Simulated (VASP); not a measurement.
KCl:

```
K Cl
1.0
     3.63400    0.00000    0.00000
     0.00000    3.63400    0.00000
     0.00000    0.00000    3.63400
K Cl
1 1
Direct
  0.00000 0.00000 0.00000
  0.50000 0.50000 0.50000
```

Measurements of this composition are mostly on another form, of space group No. 225.

Base run:

```yaml
Program: VASP 6.6.1
Functional: LDA
Potentials_or_basis: VASP PAW LDA potentials, release 64 (K_sv, Cl)
Cutoff: 700 eV
k_mesh: 6 × 6 × 6
Occupations: gaussian, width 0.02 eV
Spin: no spin polarisation
```

Its results: band gap on the k mesh 5.14 eV, indirect (least direct gap 5.38 eV); pressure 0.2 GPa.

Q: The run is repeated on the same cell with these changes: cutoff from 700 eV to 300 eV. What comes out?

A: Band gap on the k mesh 5.14 eV, indirect (least direct gap 5.38 eV); pressure -0.2 GPa.

Caveats: the cutoff is under 1.25 times the usual one of these potentials, so pressure, stress and relaxed cells hold a basis-set (Pulay) error (some runs).

A k mesh can miss the band edges.
